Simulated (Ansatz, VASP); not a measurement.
**Cross-check of TaAgS3 between VASP and Ansatz**

Aim: how closely do two programs agree when they are given the same cell, functional and k mesh? The cell is generated by rule, not measured, and may not be a known phase. The cell is taken from a series of runs on this material, whose earlier steps may have relaxed, scaled, displaced or heated it; both programs get it as it stands.

Method: plane waves, with VASP 6.6.1 beside it; zone-centre phonons at PBE, in Ansatz 0.2.0.

The structure was built from a prototype and need not be the compound's stable phase.

## Step 1: Set-up

It takes space group Pm-3m (No. 221, cubic). Conventional cell: a = 4.812 Å, b = 4.812 Å, c = 4.812 Å, α = 90.00°, β = 90.00°, γ = 90.00°. Nearest to Ag lie 12 S at 3.40 Å. Nearest to Ta lie 6 S at 2.41 Å. S has 2 Ta at 2.41 Å nearest. Farther neighbours and most contacts between anions are not listed.

## Step 2: VASP: zone-centre phonons, PBE

Second derivatives magnify differences that forces hide, and they need a tight electronic threshold.

Lines of VASP's logs that name or quote its potential files are left out, and so is its time.

The input, INCAR:

```
SYSTEM = TaAgS3
PREC = Accurate
ENCUT = 500
EDIFF = 1E-08
NELM = 120
ISMEAR = 1
SIGMA = 0.2
LREAL = .FALSE.
ALGO = Normal
GGA = PE
NBANDS = 26
LASPH = .TRUE.
LORBIT = 11
LWAVE = .FALSE.
LCHARG = .FALSE.
ISIF = 2
IBRION = 8
GGA_COMPAT = .FALSE.
KPAR = 2
```

The input, POSCAR:

```
TaAgS3
1.0
    4.8116307016      0.0000000000      0.0000000000
    0.0000000000      4.8116307016      0.0000000000
    0.0000000000      0.0000000000      4.8116307016
Ag Ta S
1 1 3
Direct
    0.0000000000      0.0000000000      0.0000000000
    0.5000000000      0.5000000000      0.5000000000
    0.5000000000      0.5000000000      0.0000000000
    0.5000000000      0.0000000000      0.5000000000
    0.0000000000      0.5000000000      0.5000000000
```

The input, KPOINTS:

```
Automatic mesh
0
Gamma
8 8 8
0 0 0
```

The projector-augmented-wave data sets are Ag, Ta_pv and S (PBE family, release 64).

Command:

```sh
mpirun -np 2 vasp_std
```

Numbers of over 12 decimals in the logs are rounded to 6 here.

The log of the run:

```text
[banner, memory and clock lines left out]
running    2 mpi-ranks, on    1 nodes
 distrk:  each k-point on    1 cores,    2 groups
 distr:  one band on    1 cores,    1 groups

 POSCAR found type information on POSCAR AgTaS
 POSCAR found :  3 types and       5 ions
 LDA part: xc-table for (Slater+PW92), standard interpolation
 POSCAR, INCAR and KPOINTS ok, starting setup
 FFT: planning ... GRIDC
 FFT: planning ... GRID_SOFT
 FFT: planning ... GRID
 WAVECAR not read
 entering main loop
       N       E                     dE             d eps       ncg     rms          rms(c)
DAV:   1     0.264277466538E+03    0.26428E+03   -0.19145E+04  1852   0.135E+03
DAV:   2    -0.153021585235E+02   -0.27958E+03   -0.27310E+03  2180   0.312E+02
DAV:   3    -0.310195050025E+02   -0.15717E+02   -0.15580E+02  2268   0.706E+01
DAV:   4    -0.312856088450E+02   -0.26610E+00   -0.26493E+00  2228   0.996E+00
DAV:   5    -0.312910130731E+02   -0.54042E-02   -0.53997E-02  2206   0.144E+00    0.194E+01
DAV:   6    -0.283059212021E+02    0.29851E+01   -0.98151E+00  1954   0.211E+01    0.979E+00
DAV:   7    -0.281645281405E+02    0.14139E+00   -0.13958E+00  1966   0.670E+00    0.660E+00
DAV:   8    -0.280930159126E+02    0.71512E-01   -0.41201E-01  2188   0.403E+00    0.747E-01
DAV:   9    -0.280839084427E+02    0.91075E-02   -0.76309E-02  1996   0.154E+00    0.298E-01
DAV:  10    -0.280835629498E+02    0.34549E-03   -0.39290E-03  1940   0.370E-01    0.150E-01
DAV:  11    -0.280836527255E+02   -0.89776E-04   -0.51402E-04  2118   0.132E-01    0.814E-02
DAV:  12    -0.280836860155E+02   -0.33290E-04   -0.28902E-04  2028   0.990E-02    0.336E-02
DAV:  13    -0.280836725769E+02    0.13439E-04   -0.71237E-05  1960   0.459E-02    0.408E-03
DAV:  14    -0.280836721406E+02    0.43636E-06   -0.27875E-06  2054   0.101E-02    0.467E-03
DAV:  15    -0.280836720638E+02    0.76745E-07   -0.11918E-07  2218   0.198E-03    0.116E-03
DAV:  16    -0.280836721334E+02   -0.69514E-07   -0.11120E-08  1220   0.711E-04    0.390E-04
DAV:  17    -0.280836721189E+02    0.14445E-07   -0.41295E-09  1018   0.390E-04    0.132E-04
DAV:  18    -0.280836721145E+02    0.43879E-08   -0.89652E-10   978   0.164E-04
   1 F= -.28083672E+02 E0= -.28085659E+02  d E =0.596211E-02
 Linear response reoptimize wavefunctions to high precision
DAV:   1    -0.280836721164E+02   -0.18949E-08   -0.14134E-10   996   0.695E-05
DAV:   2    -0.280836721164E+02    0.41837E-10   -0.22409E-11   960   0.266E-05
 Linear response DOF=           4
 Linear response progress:
  Degree of freedom:   1/  4
       N       E                     dE             d eps       ncg     rms          rms(c)
RMM:   1    -0.309503436875E+00   -0.30950E+00   -0.20694E-01  6609   0.248E+00
RMM:   2    -0.309598608104E+00   -0.95171E-04   -0.16101E-03  6247   0.227E-01    0.441E-02
RMM:   3    -0.309359409625E+00    0.23920E-03   -0.10726E-04  6240   0.441E-02    0.232E-02
RMM:   4    -0.309115011691E+00    0.24440E-03   -0.22255E-05  6113   0.216E-02    0.584E-03
RMM:   5    -0.309031872355E+00    0.83139E-04   -0.15464E-06  6284   0.656E-03    0.149E-03
RMM:   6    -0.309029224285E+00    0.26481E-05   -0.21219E-07  6193   0.201E-03    0.433E-04
RMM:   7    -0.309031885731E+00   -0.26614E-05   -0.30975E-08  6234   0.705E-04    0.145E-04
RMM:   8    -0.309031878073E+00    0.76577E-08   -0.16343E-08  6580   0.197E-04    0.622E-05
 first order change of Fermi-energy   0.56255E-04
 force on displaced ion       1 direction 1 :   1.165  -0.000  -0.000
 Linear response progress:
  Degree of freedom:   2/  4
       N       E                     dE             d eps       ncg     rms          rms(c)
RMM:   1    -0.175898901030E+00   -0.17590E+00    0.11300E+01  4631   0.218E+01
RMM:   2    -0.204446755938E+00   -0.28548E-01   -0.41287E-02  5906   0.126E+00    0.187E-01
RMM:   3    -0.203782644079E+00    0.66411E-03   -0.20456E-03  6550   0.216E-01    0.104E-01
RMM:   4    -0.202984868022E+00    0.79778E-03   -0.80537E-04  6842   0.123E-01    0.273E-02
RMM:   5    -0.202906311095E+00    0.78557E-04   -0.45230E-05  6793   0.328E-02    0.200E-02
RMM:   6    -0.202723582822E+00    0.18273E-03   -0.18156E-05  6968   0.187E-02    0.363E-03
RMM:   7    -0.202744457920E+00   -0.20875E-04   -0.50212E-06  6519   0.746E-03    0.101E-03
RMM:   8    -0.202745161560E+00   -0.70364E-06   -0.82145E-07  7168   0.284E-03    0.586E-04
RMM:   9    -0.202742662555E+00    0.24990E-05   -0.32265E-07  7065   0.105E-03    0.347E-04
RMM:  10    -0.202743509627E+00   -0.84707E-06   -0.13119E-07  6788   0.606E-04    0.931E-05
RMM:  11    -0.202743632296E+00   -0.12267E-06   -0.67929E-08  7324   0.283E-04    0.388E-05
RMM:  12    -0.202743604813E+00    0.27483E-07   -0.34733E-08  7707   0.185E-04    0.633E-06
RMM:  13    -0.202743603909E+00    0.90366E-09   -0.43168E-09  7442   0.111E-04    0.330E-06
 first order change of Fermi-energy  -0.48431E-03
 force on displaced ion       2 direction 1 :  -0.814  -0.000   0.000
 Linear response progress:
  Degree of freedom:   3/  4
       N       E                     dE             d eps       ncg     rms          rms(c)
RMM:   1    -0.112318077121E+00   -0.11232E+00    0.54702E-03 14657   0.142E+00
RMM:   2    -0.111408689030E+00    0.90939E-03   -0.38399E-03 10386   0.268E-01    0.404E-02
RMM:   3    -0.111775108393E+00   -0.36642E-03   -0.22499E-04 10215   0.531E-02    0.252E-02
RMM:   4    -0.112121635247E+00   -0.34653E-03   -0.66529E-05 10306   0.290E-02    0.109E-02
RMM:   5    -0.112120471664E+00    0.11636E-05   -0.53330E-06 10758   0.867E-03    0.387E-03
RMM:   6    -0.112139098451E+00   -0.18627E-04   -0.38767E-07 11064   0.231E-03    0.173E-03
RMM:   7    -0.112145549316E+00   -0.64509E-05   -0.23351E-07 10444   0.960E-04    0.511E-04
RMM:   8    -0.112145707232E+00   -0.15792E-06    0.16244E-07 10945   0.360E-04    0.146E-04
RMM:   9    -0.112146518253E+00   -0.81102E-06    0.34768E-09 10890   0.179E-04    0.369E-05
RMM:  10    -0.112146519089E+00   -0.83537E-09    0.23993E-07 11380   0.690E-05    0.204E-05
RMM:  11    -0.112146350597E+00    0.16849E-06    0.53744E-08 11200   0.466E-05    0.879E-06
RMM:  12    -0.112146336442E+00    0.14155E-07   -0.13609E-07 11325   0.355E-05    0.183E-06
RMM:  13    -0.112146340305E+00   -0.38634E-08   -0.63695E-08 10036   0.320E-05    0.949E-07
 first order change of Fermi-energy  -0.16977E-03
 force on displaced ion       3 direction 1 :   0.069   0.000   0.000
 Linear response progress:
  Degree of freedom:   4/  4
       N       E                     dE             d eps       ncg     rms          rms(c)
RMM:   1    -0.119476221133E+00   -0.11948E+00    0.50149E-02  8728   0.174E+00
RMM:   2    -0.120594837956E+00   -0.11186E-02   -0.39431E-03  6322   0.304E-01    0.244E-01
RMM:   3    -0.120997456150E+00   -0.40262E-03   -0.23475E-03  5828   0.180E-01    0.108E-01
RMM:   4    -0.121707250654E+00   -0.70979E-03   -0.68215E-04  6334   0.925E-02    0.385E-02
RMM:   5    -0.121830907162E+00   -0.12366E-03   -0.10060E-04  6049   0.460E-02    0.114E-02
RMM:   6    -0.121870004529E+00   -0.39097E-04   -0.13824E-05  6227   0.147E-02    0.698E-03
RMM:   7    -0.121896825531E+00   -0.26821E-04   -0.41893E-06  6380   0.864E-03    0.175E-03
RMM:   8    -0.121898066778E+00   -0.12412E-05   -0.42076E-07  6320   0.260E-03    0.728E-04
RMM:   9    -0.121898472438E+00   -0.40566E-06   -0.68663E-08  6768   0.128E-03    0.332E-04
RMM:  10    -0.121900356443E+00   -0.18840E-05    0.42374E-08  6422   0.414E-04    0.117E-04
RMM:  11    -0.121900136894E+00    0.21955E-06    0.75936E-09  6808   0.139E-04    0.403E-05
RMM:  12    -0.121900258776E+00   -0.12188E-06   -0.11575E-08  6747   0.834E-05    0.218E-05
RMM:  13    -0.121900202588E+00    0.56188E-07   -0.28906E-08  6910   0.471E-05    0.381E-06
RMM:  14    -0.121900209030E+00   -0.64413E-08   -0.20784E-08  6901   0.315E-05    0.178E-06
 first order change of Fermi-energy  -0.21072E-03
 force on displaced ion       3 direction 3 :  -0.000   0.000 -10.817
 Linear response finished
```

From OUTCAR (step 2):

```text
ion  position               nearest neighbor table
   1  0.000  0.000  0.000-
   2  0.500  0.500  0.500-   3 2.41   4 2.41   5 2.41   3 2.41   4 2.41   5 2.41
   3  0.500  0.500  0.000-   2 2.41   2 2.41
   4  0.500  0.000  0.500-   2 2.41   2 2.41
   5  0.000  0.500  0.500-   2 2.41   2 2.41

  LATTYP: Found a simple cubic cell.
 ALAT       =     4.8116307016

 Subroutine GETGRP returns: Found 48 space group operations
 (whereof 48 operations were pure point group operations)

The static configuration has the point symmetry O_h .

 Found     35 irreducible k-points:

   k-points           NKPTS =     35   k-points in BZ     NKDIM =     35   number of bands    NBANDS=     26

   dimension x,y,z NGX =    36 NGY =   36 NGZ =   36
   dimension x,y,z NGXF=    72 NGYF=   72 NGZF=   72

   ENCUT  =  500.0 eV  36.75 Ry    6.06 a.u.   8.77  8.77  8.77*2*pi/ulx,y,z

   NELECT =      40.0000    total number of electrons

 k-points in reciprocal lattice and weights: Automatic mesh
   0.00000000  0.00000000  0.00000000       0.002
   0.12500000  0.00000000  0.00000000       0.012
   0.25000000  0.00000000  0.00000000       0.012
   0.37500000  0.00000000  0.00000000       0.012
   0.50000000  0.00000000  0.00000000       0.006
   0.12500000  0.12500000  0.00000000       0.023
   0.25000000  0.12500000  0.00000000       0.047
   0.37500000  0.12500000  0.00000000       0.047
   0.50000000  0.12500000  0.00000000       0.023
[...]
0.50000000  0.50000000  0.37500000       0.012
   0.50000000  0.50000000  0.50000000       0.002

 average (electrostatic) potential at core
       1 -74.0084       2 -40.0080       3 -87.1560       4 -87.1560       5 -87.1560

  Total       -0.0104959     -0.0104959     -0.0104959     -0.0000000      0.0000000     -0.0000000
  in kB       -0.1509567     -0.1509567     -0.1509567     -0.0000000      0.0000000     -0.0000000
  external PRESSURE =      -0.1509567 kB  Pullay stress =       0.0000000 kB

  energy-cutoff  :      500.00
  volume of cell :      111.40
      direct lattice vectors                 reciprocal lattice vectors
     4.811630702  0.000000000  0.000000000     0.207829749  0.000000000  0.000000000
[...]
POSITION                                       TOTAL-FORCE (eV/Angst)
 -----------------------------------------------------------------------------------
      0.00000      0.00000      0.00000         0.000000      0.000000      0.000000
      2.40582      2.40582      2.40582         0.000000      0.000000      0.000000
      2.40582      2.40582      0.00000         0.000000      0.000000      0.000000
      2.40582      0.00000      2.40582         0.000000      0.000000      0.000000
      0.00000      2.40582      2.40582         0.000000      0.000000      0.000000
 -----------------------------------------------------------------------------------
    total drift:                                0.000000      0.000000      0.000000

 Eigenvectors and eigenvalues of the dynamical matrix
 ----------------------------------------------------

   1 f  =   10.124874 THz    63.616457 2PiTHz  337.729429 cm-1    41.873094 meV
             X         Y         Z           dx          dy          dz
      0.000000  0.000000  0.000000     0.002897   -0.002062   -0.000000
      2.405815  2.405815  2.405815    -0.110925    0.078945    0.000000
      2.405815  2.405815  0.000000    -0.237713    0.169180    0.000000
      2.405815  0.000000  2.405815    -0.237713   -0.522242    0.000000
      0.000000  2.405815  2.405815     0.733795    0.169180   -0.000000

   2 f  =   10.124874 THz    63.616457 2PiTHz  337.729429 cm-1    41.873094 meV
             X         Y         Z           dx          dy          dz
      0.000000  0.000000  0.000000    -0.000000   -0.000000   -0.003556
      2.405815  2.405815  2.405815     0.000000    0.000000    0.136149
      2.405815  2.405815  0.000000     0.000000    0.000000   -0.900662
      2.405815  0.000000  2.405815     0.000000   -0.000000    0.291769
      0.000000  2.405815  2.405815    -0.000000   -0.000000    0.291769

   3 f  =   10.124874 THz    63.616457 2PiTHz  337.729429 cm-1    41.873094 meV
             X         Y         Z           dx          dy          dz
      0.000000  0.000000  0.000000     0.002062    0.002897   -0.000000
      2.405815  2.405815  2.405815    -0.078945   -0.110925    0.000000
      2.405815  2.405815  0.000000    -0.169180   -0.237713   -0.000000
      2.405815  0.000000  2.405815    -0.169180    0.733795    0.000000
      0.000000  2.405815  2.405815     0.522242   -0.237713    0.000000

   4 f  =    0.014058 THz     0.088332 2PiTHz    0.468941 cm-1     0.058141 meV
             X         Y         Z           dx          dy          dz
      0.000000  0.000000  0.000000    -0.118723   -0.509891   -0.001205
      2.405815  2.405815  2.405815    -0.156024   -0.670092   -0.001584
      2.405815  2.405815  0.000000    -0.065815   -0.282663   -0.000668
      2.405815  0.000000  2.405815    -0.065815   -0.282419   -0.000668
      0.000000  2.405815  2.405815    -0.065758   -0.282663   -0.000668

   5 f  =    0.014058 THz     0.088332 2PiTHz    0.468941 cm-1     0.058141 meV
             X         Y         Z           dx          dy          dz
      0.000000  0.000000  0.000000    -0.509580    0.118607    0.018587
      2.405815  2.405815  2.405815    -0.669684    0.155871    0.024427
      2.405815  2.405815  0.000000    -0.282491    0.065751    0.010295
      2.405815  0.000000  2.405815    -0.282491    0.065694    0.010304
      0.000000  2.405815  2.405815    -0.282247    0.065751    0.010304

   6 f  =    0.014058 THz     0.088332 2PiTHz    0.468941 cm-1     0.058141 meV
             X         Y         Z           dx          dy          dz
      0.000000  0.000000  0.000000    -0.017830    0.005388   -0.523200
      2.405815  2.405815  2.405815    -0.023432    0.007081   -0.687582
      2.405815  2.405815  0.000000    -0.009884    0.002987   -0.289791
      2.405815  0.000000  2.405815    -0.009884    0.002985   -0.290041
      0.000000  2.405815  2.405815    -0.009876    0.002987   -0.290041

   7 f/i=    1.133159 THz     7.119849 2PiTHz   37.798123 cm-1     4.686368 meV
             X         Y         Z           dx          dy          dz
      0.000000  0.000000  0.000000    -0.335748   -0.554423   -0.013977
      2.405815  2.405815  2.405815     0.359359    0.593412    0.014960
      2.405815  2.405815  0.000000    -0.114024   -0.188289   -0.000759
      2.405815  0.000000  2.405815    -0.114024   -0.030100   -0.004747
      0.000000  2.405815  2.405815    -0.018228   -0.188289   -0.004747

   8 f/i=    1.133159 THz     7.119849 2PiTHz   37.798123 cm-1     4.686368 meV
             X         Y         Z           dx          dy          dz
      0.000000  0.000000  0.000000     0.554590   -0.335728   -0.004800
      2.405815  2.405815  2.405815    -0.593592    0.359338    0.005138
      2.405815  2.405815  0.000000     0.188346   -0.114017   -0.000261
      2.405815  0.000000  2.405815     0.188346   -0.018227   -0.001630
      0.000000  2.405815  2.405815     0.030109   -0.114017   -0.001630

   9 f/i=    1.133159 THz     7.119849 2PiTHz   37.798123 cm-1     4.686368 meV
             X         Y         Z           dx          dy          dz
      0.000000  0.000000  0.000000     0.003133    0.014443   -0.648142
      2.405815  2.405815  2.405815    -0.003353   -0.015458    0.693722
      2.405815  2.405815  0.000000     0.001064    0.004905   -0.035188
      2.405815  0.000000  2.405815     0.001064    0.000784   -0.220117
      0.000000  2.405815  2.405815     0.000170    0.004905   -0.220117

  10 f/i=    2.621815 THz    16.473352 2PiTHz   87.454346 cm-1    10.842952 meV
             X         Y         Z           dx          dy          dz
      0.000000  0.000000  0.000000     0.459138    0.289842   -0.103825
      2.405815  2.405815  2.405815     0.135444    0.085502   -0.030628
      2.405815  2.405815  0.000000    -0.441184   -0.278508    0.060418
      2.405815  0.000000  2.405815    -0.441184   -0.168665    0.099765
      0.000000  2.405815  2.405815    -0.267181   -0.278508    0.099765

  11 f/i=    2.621815 THz    16.473352 2PiTHz   87.454346 cm-1    10.842952 meV
             X         Y         Z           dx          dy          dz
      0.000000  0.000000  0.000000    -0.087790   -0.055431   -0.542970
      2.405815  2.405815  2.405815    -0.025898   -0.016352   -0.160174
      2.405815  2.405815  0.000000     0.084357    0.053263    0.315964
      2.405815  0.000000  2.405815     0.084357    0.032256    0.521738
      0.000000  2.405815  2.405815     0.051087    0.053263    0.521738

  12 f/i=    2.621815 THz    16.473352 2PiTHz   87.454346 cm-1    10.842952 meV
             X         Y         Z           dx          dy          dz
      0.000000  0.000000  0.000000    -0.295095    0.467456   -0.000009
      2.405815  2.405815  2.405815    -0.087052    0.137898   -0.000003
      2.405815  2.405815  0.000000     0.283556   -0.449176    0.000005
      2.405815  0.000000  2.405815     0.283556   -0.272021    0.000009
      0.000000  2.405815  2.405815     0.171722   -0.449176    0.000009

  13 f/i=    3.808771 THz    23.931215 2PiTHz  127.046932 cm-1    15.751805 meV
             X         Y         Z           dx          dy          dz
      0.000000  0.000000  0.000000    -0.000000   -0.000000    0.000000
      2.405815  2.405815  2.405815    -0.000000   -0.000000   -0.000000
      2.405815  2.405815  0.000000     0.004766    0.704300   -0.000000
      2.405815  0.000000  2.405815    -0.004766    0.000000    0.062756
      0.000000  2.405815  2.405815     0.000000   -0.704300   -0.062756

  14 f/i=    3.808771 THz    23.931215 2PiTHz  127.046932 cm-1    15.751805 meV
             X         Y         Z           dx          dy          dz
      0.000000  0.000000  0.000000    -0.000000   -0.000000    0.000000
      2.405815  2.405815  2.405815     0.000000   -0.000000    0.000000
      2.405815  2.405815  0.000000     0.000631   -0.062761    0.000000
      2.405815  0.000000  2.405815    -0.000631    0.000000    0.704316
      0.000000  2.405815  2.405815     0.000000    0.062761   -0.704316

  15 f/i=    3.808771 THz    23.931215 2PiTHz  127.046932 cm-1    15.751805 meV
             X         Y         Z           dx          dy          dz
      0.000000  0.000000  0.000000    -0.000000   -0.000000    0.000000
      2.405815  2.405815  2.405815    -0.000000   -0.000000   -0.000000
      2.405815  2.405815  0.000000     0.707090   -0.004691   -0.000000
      2.405815  0.000000  2.405815    -0.707090   -0.000000   -0.001051
      0.000000  2.405815  2.405815     0.000000    0.004691    0.001051

 ELASTIC MODULI CONTR FROM IONIC RELAXATION (kBar)
 Direction    XX          YY          ZZ          XY          YZ          ZX
 --------------------------------------------------------------------------------
 XX           0.0000      0.0000      0.0000      0.0000      0.0000      0.0000
 YY           0.0000      0.0000      0.0000      0.0000      0.0000      0.0000
 ZZ           0.0000      0.0000      0.0000      0.0000      0.0000      0.0000
 XY           0.0000      0.0000      0.0000      0.0000      0.0000      0.0000
 YZ           0.0000      0.0000      0.0000      0.0000      0.0000      0.0000
 ZX           0.0000      0.0000      0.0000      0.0000      0.0000      0.0000
 --------------------------------------------------------------------------------
```

(Continued in part 2 of 2.)

[Lines on the potential files, build, host, timing and source positions are cut from VASP's logs without a mark.]

[Logs are printed without paths, hosts, clocks, repeated set-up lines and the standing remarks that a program may print on its own settings, such as how far it seeks lower states.]

[Hosts, paths, dates, database ids (printed as entryN), source tags and the programs' standing remarks are cut or masked in the printed files.]
